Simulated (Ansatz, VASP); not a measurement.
## Two plane-wave programs on W

INCAR

```
PREC = Accurate
ENCUT = 520
EDIFF = 1E-6
ISMEAR = -1
SIGMA = 0.05
LREAL = F
LASPH = T
NELM = 150
ALGO = Normal
ISIF = 2
LWAVE = F
LCHARG = T
LNONCOLLINEAR = T
MAGMOM = 0 0 0
LORBIT = 11
LSORBIT = T
GGA_COMPAT = F
LORBMOM = T
LMAXMIX = 4
GGA = PS
LVHAR = T
NBANDS = 25
```

Contents of KPOINTS:

```
Automatic mesh
0
Gamma
  12 12 12
```

POSCAR

```
W
1.0
   -1.5823450000      1.5823450000      1.5823450000
    1.5823450000     -1.5823450000      1.5823450000
    1.5823450000      1.5823450000     -1.5823450000
W
1
Direct
    0.0000000000      0.0000000000      0.0000000000
```

File input.yaml:

```yaml
crystal:
  lattice:
    - [-1.582345, 1.582345, 1.582345]
    - [1.582345, -1.582345, 1.582345]
    - [1.582345, 1.582345, -1.582345]
  atoms:
    - { symbol: W, position: [0.0, 0.0, 0.0] }
hamiltonian:
  xc: pbesol
  pseudopotentials: { kind: paw_fr }
magnetization:
  noncollinear: true
  spin_orbit: true
kpoints:
  mp_grid: { grid: [12, 12, 12] }
  band_path:
    path:
      - [[0.0, 0.0, 0.0], [0.5, -0.5, 0.5], [0.0, 0.0, 0.5], [0.0, 0.0, 0.0], [0.25, 0.25, 0.25], [0.5, -0.5, 0.5]]
      - [[0.25, 0.25, 0.25], [0.0, 0.0, 0.5]]
    npoints: 14
scf:
  occupations: { method: fermi_dirac, width: 0.05 }
  n_extra_bands: 6
output:
  forces: true
  stress: true
  eigenvalues: true
  fatbands: false
```

Alike in both runs: functional PBEsol; k mesh 12 × 12 × 12; occupations fermi-dirac, width 0.05 eV; non-collinear spin, spin-orbit coupling.

|  | VASP | Ansatz |
| --- | --- | --- |
| version | VASP 6.6.1 | Ansatz 0.2.0 |
| potentials or method | VASP PAW PBE potentials, release 64 (W_sv) | Ansatz PAW |
| plane-wave cutoff (eV) | 520 | 420 |
| valence electrons in the cell | 14 | 14 |
| task | single point | band structure |

|  | VASP | Ansatz | Ansatz less VASP |
| --- | --- | --- | --- |
| gap on the k mesh at the Fermi level (eV) | none | none | - |
| pressure (GPa) | -1.4 | -2.4 | -1.02 |
| net moment per atom (μB) | 0.00 | 0.00 | 0.000 |

A gap of «none» marks a metal or a gap that the smearing closes. With one functional, cell and mesh, what is left measures potentials, basis and numerics.

Caveats: the PAW data sets were made with another functional, which shifts forces and pressure a little (VASP); the PAW data sets come from PBE, with cores solved anew for the run's functional, which leaves a small shift of forces and pressure (Ansatz).
